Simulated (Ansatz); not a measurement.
InP in the zincblende structure, relaxed with r2SCAN in Ansatz: space group F-43m (No. 216), cubic; a = 5.908 Å in the conventional setting, 25.77 Å³ an atom. In has 4 P at 2.56 Å; P has 4 In at 2.56 Å. It was then strained (uniaxial along z, other directions held), atoms relaxed again within the symmetry left. Unstrained, HSE06 gives 1.357 eV (Γ, 6×6×6 mesh), and the band edges keep their places in every row. Only one sign of strain is shown, since it lowers the symmetry, and equivalent edge states can then move with another slope on the other side. Stress is positive in compression. Spin-unpolarised throughout; all numbers are computed.

Axes as in this cell:
```
CELL_PARAMETERS angstrom
0.00000 2.95379 2.95379
2.95379 0.00000 2.95379
2.95379 2.95379 0.00000
ATOMIC_POSITIONS crystal
In 0.00000 0.00000 0.00000
P 0.25000 0.25000 0.25000
```

```tsv
strain (%)	ε	ΔE_g, HSE06 (eV)	Δσ_zz, r2SCAN (GPa)
-4.0	-0.0400	+0.112	+4.07
-3.0	-0.0300	+0.084	+3.03
-1.0	-0.0100	+0.028	+0.99
-0.5	-0.0050	+0.014	+0.49
```

**Fit ΔE_g = a x + b x² to these rows by least squares, with x = ε.** The normal equations take Σx² = 2.625e-03, Σx³ = -9.213e-05, Σx⁴ = 3.381e-06, ΣxΔE = -7.350e-03 and Σx²ΔE = 2.580e-04, and give a = -2.80 eV, b = 0.0 eV; the largest residual is 0.000 eV.

**Fit the change of σ_zz in the same way.** Δσ_zz = -98.2 x + (89) x² GPa. The slope, 98 GPa, is C₁₁ in these axes.

**Predict the withheld row at -2.0 % (x = -0.0200).** ΔE_g ≈ -2.80 × (-0.0200) + (0.0) × (-0.0200)² = +0.056 eV, and Δσ_zz ≈ +2.00 GPa. The runs give +0.056 eV and +2.00 GPa, off by 0.000 eV and 0.00 GPa.

No spin-orbit coupling is included; it can move band edges with weight on the heavy atoms by tenths of an eV.
